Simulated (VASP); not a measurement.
Set up this calculation in VASP 6.6.1, as the native input.

- Task: single point
- Functional: LDA
- Potentials or basis: VASP PAW LDA potentials, release 64 (Mg)
- Cutoff: 520 eV
- k mesh: 16 × 16 × 16
- Occupations: fermi-dirac, width 0.15 eV
- Spin: no spin polarisation
- Dipole correction: no
- Further INCAR settings: ALGO = Fast; EDIFF = 1e-06; NBANDS = 7

The structure of Mg lies in POSCAR:

```
Mg
1.0
   -1.7820420158      1.7820420158      1.7039518613
    1.7820420158     -1.7820420158      1.7039518613
    1.7820420158      1.7820420158     -1.7039518613
Mg
1
Direct
    0.0000000000      0.0000000000      0.0000000000
```

This isn't the form of Mg at room conditions, which is hcp.

One way to write it, as run:

INCAR

```
SYSTEM = Mg
  PREC = Accurate
  ENCUT = 520
  EDIFF = 1E-6
  ISMEAR = -1
  SIGMA = 0.15
  LREAL = .False.
  LASPH = .True.
  NELM = 100
  ALGO = Fast
  ISIF = 2
  LWAVE = .False.
  LCHARG = .False.
  NBANDS = 7
```

KPOINTS

```
Automatic mesh
0
Gamma
  16 16 16
  0 0 0
```

Potentials or basis: VASP PAW LDA potentials, release 64 (Mg).

Run with:

```bash
$ cat potpaw_LDA.64/Mg/POTCAR > POTCAR
$ mpirun -np 1 vasp_std > vasp.out
```

It gave:

```json
{
 "Pressure": "-0.3 GPa",
 "Band gap on the k mesh": "none (metal or under the smearing width)"
}
```

Run time: 14 s on 1 thread of Intel(R) Xeon(R) Platinum 8488C (Sapphire Rapids) (shared host), peak memory 0.17 GiB.
